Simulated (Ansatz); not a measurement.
# NaI (model cell, started as CsCl type): following an unstable mode, part 2 of 2

Wanted: the energy along a soft mode of NaI (model cell, started as CsCl type) and the structure at the end.

Ansatz 0.2.0; DFT PBEsol, scalar-relativistic, plane waves, PAW; PAW set soft_1.

So far, highest frequency on the path or at a solved wavevector (cm⁻¹): step 2 (response at finite wavevector) 166. Also lowest frequency on the path (cm⁻¹): step 2 -50.4.

The structure was built from a prototype and need not be the compound's stable phase.

## Step 6: Relaxation from the frozen mode

Starting from the lowest point found, all atoms and the cell are let go, so that strain and other modes of the same symmetry can join in.

input.yaml reads:

```yaml
crystal:
  lattice:
    - [-3.987560272, 0.0, 0.0]
    - [0.0, 0.0, -7.975120544]
    - [0.0, -7.975120544, -3.987560272]
  atoms:
    - { symbol: Na, position: [0.0, 0.75, 0.5] }
    - { symbol: Na, position: [0.0, 0.25, 0.5] }
    - { symbol: Na, position: [0.0, 0.5, 0.0] }
    - { symbol: Na, position: [0.0, 0.0, 0.0] }
    - { symbol: I, position: [0.3495320549, 0.625, 0.25] }
    - { symbol: I, position: [0.6504679451, 0.125, 0.25] }
    - { symbol: I, position: [0.6504679451, 0.375, 0.75] }
    - { symbol: I, position: [0.3495320549, 0.875, 0.75] }
kpoints:
  mp_grid: { grid: [6, 4, 4] }
hamiltonian:
  xc: pbesol
  pseudopotentials: { kind: paw, azcp: { folder: soft_1 }, xc_functional: pbe }
scf:
  occupations: { method: fixed }
output:
  forces: true
  stress: true
  eigenvalues: true
relax:
  adjacent_minimum: "off"
  f_tol: 0.002
  max_steps: 120
  cell: { stress_tol: 0.03 }
```

Command:

```
> ansatz run input.yaml --threads 4 --pin off --max-ram 10240MiB --backend cpu --events-out ev --progress --plain --runs-dir out
```

Numbers of over 12 decimals in the logs are rounded to 6 here.

Output:

```text
[...]
Crystal: 8 atoms, lattice volume = 253.619 Å³
Basis set: ecut = 420 eV, 4963 PW (Γ), exchange–correlation on 54×108×120 points (8 copies of the dense FFT grid, shifted against one another)
Bands: 63, of which v1, the nominal top of the filled ones, is band 52 counted from 1 (51 counted from 0)
Symmetry: 8 space group operations
[...]
k-points: 28 of 96
[...]
SCF iter   1: F=—  HF=-35647.027000 eV  |F-HF|=—  |Δ(HF+E_count)|=         —  Δρ=6.25e-2  dr2=1.00e1  ethr=3.10e-3  ⟨swp⟩=4.8  Hψ=6576  notcnv=0  defer=219
[...]
SCF iter   9: F=-35642.231748 eV  HF=-35642.231748 eV  |F-HF|=1.56e-9  |Δ(HF+E_count)|=   1.62e-7  Δρ=1.76e-6  dr2=9.87e-9  ethr=9.62e-11  ⟨swp⟩=17.7  Hψ=12266  notcnv=0
SCF 1 converged in 9 iterations: F = -35642.231748 eV  dr2 = 9.87e-9
[...]
relax step   1: F+E_penalty+E_count = -35642.23174780 eV  Δ(F+E_penalty+E_count) = +0.000e0 eV  max|allowed force component| = 1.078e-1 eV/Å  Δτ_max = 0.0000 Å  P = +0.712 GPa  Ω = 253.619 Å³  (9 SCF iters, dr2 threshold 1.00e-7 eV, accepted)
Crystal: 8 atoms, lattice volume = 259.639 Å³
Basis set: ecut = 420 eV, 5067 PW (Γ), exchange–correlation on 54×108×120 points (8 copies of the dense FFT grid, shifted against one another)
[...]
iter 1 solved again at ethr=1.02e-5 eV; its pass at ethr=3.10e-3 eV (dr2=1.07e-2 eV) is discarded
[...]
SCF iter   5: F=-35642.308293 eV  HF=-35642.308293 eV  |F-HF|=2.35e-7  |Δ(HF+E_count)|=   6.15e-6  Δρ=1.18e-5  dr2=5.16e-7  ethr=7.69e-10  ⟨swp⟩=13.9  Hψ=11717  notcnv=0
SCF 2 converged in 5 iterations: F = -35642.308293 eV  dr2 = 5.16e-7
relax step   2: F+E_penalty+E_count = -35642.30829342 eV  Δ(F+E_penalty+E_count) = -7.655e-2 eV  max|allowed force component| = 5.169e-2 eV/Å  Δτ_max = 0.0341 Å  P = +0.275 GPa  Ω = 259.639 Å³  energy of the carried Pulay correction = -4.205e-4 eV  (5 SCF iters, dr2 threshold 8.00e-7 eV, accepted)
Crystal: 8 atoms, lattice volume = 264.201 Å³
Basis set: ecut = 420 eV, 5137 PW (Γ), exchange–correlation on 54×108×120 points (8 copies of the dense FFT grid, shifted against one another)
[...]
SCF iter   5: F=-35642.323798 eV  HF=-35642.323798 eV  |F-HF|=6.18e-8  |Δ(HF+E_count)|=   3.70e-7  Δρ=7.10e-6  dr2=1.70e-7  ethr=6.87e-10  ⟨swp⟩=14.6  Hψ=10929  notcnv=0
SCF 3 converged in 5 iterations: F = -35642.323798 eV  dr2 = 1.70e-7
relax step   3: F+E_penalty+E_count = -35642.32379790 eV  Δ(F+E_penalty+E_count) = -1.550e-2 eV  max|allowed force component| = 5.119e-2 eV/Å  Δτ_max = 0.0307 Å  P = +0.094 GPa  Ω = 264.201 Å³  energy of the carried Pulay correction = -7.285e-4 eV  (5 SCF iters, dr2 threshold 7.15e-7 eV, accepted)
[...]
relax step   4: F+E_penalty+E_count = -35642.33761444 eV  Δ(F+E_penalty+E_count) = -1.382e-2 eV  max|allowed force component| = 4.702e-3 eV/Å  Δτ_max = 0.0934 Å  P = +0.053 GPa  Ω = 270.976 Å³  energy of the carried Pulay correction = -1.170e-3 eV  (6 SCF iters, dr2 threshold 1.64e-7 eV, accepted)
[...]
relax step   5: F+E_penalty+E_count = -35642.33756488 eV  Δ(F+E_penalty+E_count) = +4.956e-5 eV  max|allowed force component| = 7.154e-3 eV/Å  Δτ_max = 0.0020 Å  P = -0.021 GPa  Ω = 272.642 Å³  energy of the carried Pulay correction = -1.276e-3 eV  (6 SCF iters, dr2 threshold 1.67e-8 eV, accepted)
[...]
relax step   6: F+E_penalty+E_count = -35642.33781171 eV  Δ(F+E_penalty+E_count) = -2.468e-4 eV  max|allowed force component| = 4.494e-4 eV/Å  Δτ_max = 0.0040 Å  P = -0.001 GPa  Ω = 272.354 Å³  energy of the carried Pulay correction = -1.257e-3 eV  (5 SCF iters, dr2 threshold 1.26e-8 eV, accepted)
Basis set: ecut = 420 eV, 5309 PW (Γ), exchange–correlation on 60×108×120 points (8 copies of the dense FFT grid, shifted against one another)
[...]
SCF iter   8: F=-35642.338754 eV  HF=-35642.338754 eV  |F-HF|=0.00e0  |Δ(HF+E_count)|=  2.91e-11  Δρ=1.90e-8  dr2=2.04e-12  ethr=1.00e-12  ⟨swp⟩=18.2  Hψ=12746  notcnv=0
SCF 7 converged in 8 iterations: F = -35642.338754 eV  dr2 = 2.04e-12
relax step   7: F+E_penalty+E_count = -35642.33875403 eV  Δ(F+E_penalty+E_count) = -9.423e-4 eV  max|allowed force component| = 4.231e-4 eV/Å  Δτ_max = 0.0000 Å  P = -0.002 GPa  Ω = 272.354 Å³  stress off target by 5.67e-3 GPa  SCF on the basis re-selected at this cell (its energy is not comparable with the rows above)  (8 SCF iters)
basis re-selected at this cell: Δ(F+E_penalty+E_count) = -9.423e-4 eV, ΔP = -0.001 GPa vs the last step (what re-selecting the basis moved, of the pressure what is left beyond the Pulay correction that the steps carried, after the strain that the cell walked since its last selection, with what the two solves' SCF thresholds leave and, on support functions, any second-order correction that the steps lacked; it is no measure of the basis error at this ecutwfc). The dense FFT grid was sized anew with the basis: this SCF ran on 30×54×60 points, the steps before it on 27×54×60, so part of this shift can come from that change (see relax.cell in the input reference). [rest of the remark cut]
SCF converged after 8 iterations
Free energy (F): -35642.338754 eV
[...]
Internal energy: -35642.338754 eV  (E = F + TS)
E sigma→0 (E₀):  -35642.338754 eV
Fermi energy:    3.393289 eV
[...]
--- Forces (eV/Å), atoms counted from 1 ---
  atom   1  Na     0.00000000     0.00000000     0.00000000
  atom   2  Na     0.00000000    -0.00000000     0.00000000
  atom   3  Na    -0.00000000     0.00000000     0.00000000
  atom   4  Na     0.00000000     0.00000000    -0.00000000
  atom   5  I      0.00023832     0.00042313     0.00000000
  atom   6  I     -0.00023832     0.00042313     0.00000000
  atom   7  I     -0.00023832    -0.00042313     0.00000000
  atom   8  I      0.00023832    -0.00042313    -0.00000000
  max |Σ_I F_I| component: 4.61e-19 eV/Å
--- Stress (GPa, compression-positive) ---
       -0.005667       0.000000       0.000000
        0.000000      -0.000721       0.000000
        0.000000       0.000000       0.000250
  P = ⅓ Tr σ = -0.0020 GPa (-0.020 kbar)
--- Band table (eV; the first three rows and the last of 28) ---
  k-point 0: bands = [... 48 lower, 3.1401, 3.1645, 3.2118, 3.2508, 6.2492, 8.2171, 8.3449, 8.3717, ... 7 higher]
  k-point 1: bands = [... 48 lower, 3.0869, 3.1090, 3.1549, 3.3226, 6.7024, 7.3255, 8.0638, 8.2898, ... 7 higher]
  k-point 2: bands = [... 48 lower, 3.0516, 3.1183, 3.1200, 3.3933, 6.9681, 7.3296, 7.6017, 7.9819, ... 7 higher]
  k-point 27: bands = [... 48 lower, 2.4726, 2.6128, 2.6186, 3.0087, 7.3677, 7.5706, 8.0440, 8.3228, ... 7 higher]
--- Relaxed structure (6 steps of the walk, 6 accepted, 1 SCFs on fresh bases) ---
  F+E_penalty+E_count = -35642.33875403 eV   max|allowed force component| = 4.231e-4 eV/Å   (the final SCF, on the basis selected at the relaxed cell)
  cell:  # Å, volume = 272.3541 Å³
    - [-4.299632, 0.0, 0.0]
    - [0.0, 0.0, -7.860751]
    - [0.0, -8.058211, -3.930376]
  atoms:
    - { symbol: Na, position: [0, 0.75, 0.5] }
    - { symbol: Na, position: [0, 0.25, 0.5] }
    - { symbol: Na, position: [0, 0.5, 0] }
    - { symbol: Na, position: [0, 0, 0] }
    - { symbol: I, position: [0.320985, 0.622671, 0.254658] }
    - { symbol: I, position: [0.679015, 0.122671, 0.254658] }
    - { symbol: I, position: [0.679015, 0.377329, 0.745342] }
    - { symbol: I, position: [0.320985, 0.877329, 0.745342] }
```

Run time: 33 s. Hardware: 4 threads of AMD EPYC 7R13 (Zen 3), shared host; peak memory 0.92 GiB.

The steps of the relaxation:

```tsv
step	energy less that of the first step (eV)	largest force component (eV/Å)	pressure (GPa)	volume (Å³)
1	0.0000	0.1078	0.71	253.62
2	-0.0765	0.0517	0.28	259.64
3	-0.0920	0.0512	0.09	264.20
4	-0.1059	0.0047	0.05	270.98
5	-0.1058	0.0072	-0.02	272.64
6	-0.1061	0.0004	0.00	272.35
7*	-0.1070	0.0004	0.00	272.35
```

Relaxation steps marked * repeat the geometry before them on a plane-wave basis chosen anew for their cell, so energy and pressure can jump there.

The run keeps the 8 symmetry operations that it works with, so distortions that break them were not tested.

```tsv
conventional cell, symmetrised	before	after	change
a (Å)	7.975	7.861	-1.4 %
b (Å)	15.950	16.116	+1.0 %
c (Å)	3.988	4.300	+7.8 %
volume (Å³/atom)	31.70	34.04	+7.4 %
```

The atoms that moved most (Å, as changes of fractional coordinates times the final cell):

```tsv
atom	dx	dy	dz	length
I7	-0.123	0.038	0.000	0.128
I6	-0.123	-0.038	0.000	0.128
I5	0.123	-0.038	0.000	0.128
I8	0.123	0.038	0.000	0.128
```

Numbers from this step:

| Property | Result |
| --- | --- |
| pressure | -0.002046 GPa |
| gap on the k-mesh | 2.856 eV |
| volume per atom | 34.04 Å³ |

The distorted start has space group Cmme; the relaxation ends in Cmme.

## Step 7: The new phase in its own primitive cell

The relaxed structure is symmetrised, reduced to its primitive cell and relaxed tightly, as its phonons need.

input.yaml, the sections that differ from step 6:

```yaml
crystal:
  lattice:
    - [3.9303755142, -8.0582109465, 0.0]
    - [3.9303755142, 8.0582109465, 0.0]
    - [0.0, 0.0, 4.2996322572]
  atoms:
    - { symbol: Na, position: [0.25, 0.25, 0.0] }
    - { symbol: Na, position: [0.75, 0.75, 0.0] }
    - { symbol: Na, position: [0.5, 0.0, 0.0] }
    - { symbol: Na, position: [0.0, 0.5, 0.0] }
    - { symbol: I, position: [0.8773288437, 0.1226711563, 0.6790149521] }
    - { symbol: I, position: [0.3773288437, 0.6226711563, 0.3209850479] }
    - { symbol: I, position: [0.1226711563, 0.8773288437, 0.3209850479] }
    - { symbol: I, position: [0.6226711563, 0.3773288437, 0.6790149521] }
kpoints:
  mp_grid: { grid: [4, 4, 6] }
relax:
  adjacent_minimum: "off"
  f_tol: 0.001
  max_steps: 60
  cell: { stress_tol: 0.01 }
# hamiltonian, scf, output: as in step 6
```

Output:

```text
[...]
Crystal: 8 atoms, lattice volume = 272.354 Å³
Basis set: ecut = 420 eV, 5309 PW (Γ), exchange–correlation on 120×120×60 points (8 copies of the dense FFT grid, shifted against one another)
Bands: 63, of which v1, the nominal top of the filled ones, is band 52 counted from 1 (51 counted from 0)
Symmetry: 8 space group operations
[...]
k-points: 28 of 96
[...]
atoms:
    - { symbol: Na, position: [0.250000, 0.250000, 0.0] }
    - { symbol: Na, position: [0.750000, 0.750000, 0.0] }
    - { symbol: Na, position: [0.500000, 0.0, 0.0] }
    - { symbol: Na, position: [0.0, 0.500000, 0.0] }
    - { symbol: I, position: [0.877329, 0.122671, 0.679015] }
    - { symbol: I, position: [0.377329, 0.622671, 0.3209850479] }
    - { symbol: I, position: [0.122671, 0.877329, 0.3209850479] }
    - { symbol: I, position: [0.622671, 0.377329, 0.679015] }
[key lines of the parts left out:]
SCF converged after 6 iterations
Free energy (F): -35642.338754 eV
Fermi energy:    3.393288 eV
P = ⅓ Tr σ = -0.0020 GPa (-0.020 kbar)
```

The job ended after 13 s (4 threads; peak memory 0.9 GiB; 48 s of CPU time).

Little changed from the start: no atom moved by 0.005 Å and no cell edge by 0.1 %.

Numbers from this step:

```yaml
pressure: -0.002047 GPa
direct_gap_on_mesh: 2.998 eV
```

The largest force component left is 0.42 meV/Å and the pressure is -0.002 GPa, within the tolerances set. The cell now holds 34.04 Å³/atom.

## Step 8: The phases reached

The phases reached along the modes that were followed are set side by side.

Energies are those of the first relaxation, on the mesh of the frozen mode; space group, volume and gap are those of the last relaxation. Phases, by row:

```tsv
mode frozen in	space group	energy from parent (meV/atom)	volume (Å³/atom)	gap on mesh (eV)	lowest zone-centre optical mode (cm⁻¹)	largest shift (Å)
parent	Pm-3m	0	31.7	2.267	–	–
q = (0, -0.5, -0.5), 50i cm⁻¹	P4/nmm	-58.34	33.94	3.098	52.2	0.794
q = (0, 0.25, -0.5), 41i cm⁻¹	Cmme	-39.64	34.04	2.856	–	0.771
```

## Step 9: Summary of results

```json
{
  "unstable mode of the parent": "q = (0, 0.25, -0.5), 41i cm⁻¹",
  "depth at the lowest point sampled": "26.3 meV/atom",
  "largest atomic shift at that point": "0.6 Å",
  "space group reached (within 0.01 Å)": "Cmme",
  "energy gained over the parent (first relaxation, on the mesh of the frozen mode)": "39.6 meV/atom",
  "volume per atom, phase reached": "34.0 Å³",
  "gap on the k-mesh, phase reached": "2.86 eV"
}
```

In words: Along this mode the structure falls into Cmme, 39.6 meV/atom below the parent. At the parent's cell the well is 26.26 meV/atom deep on the steps tried, with its lowest point at a shift of 0.6 Å. That is the last step tried, so the steps alone don't bracket the bottom of the well. Relaxing atoms and cell changes the gain by +13.38 meV/atom against the lowest step (energies at zero smearing). The modes of the phase reached were not computed on this path. Of the 2 patterns followed to their end from this parent, this one ends 18.7 meV/atom above the lowest, P4/nmm. Each path keeps the symmetry of its pattern, so a lower phase may lie along a pattern not tried. Spin-orbit coupling is left out, which can matter for the heavy elements here. The PAW files were made for PBE and serve the other functionals too. The starting cell was built on a prototype and not taken from a measurement, so the phase need not exist.

[Logs are printed without paths, hosts, clocks, repeated set-up lines and the standing remarks that a program may print on its own settings, such as how far it seeks lower states.]

[Hosts, paths, dates, database ids (printed as entryN), source tags and the programs' standing remarks are cut or masked in the printed files.]
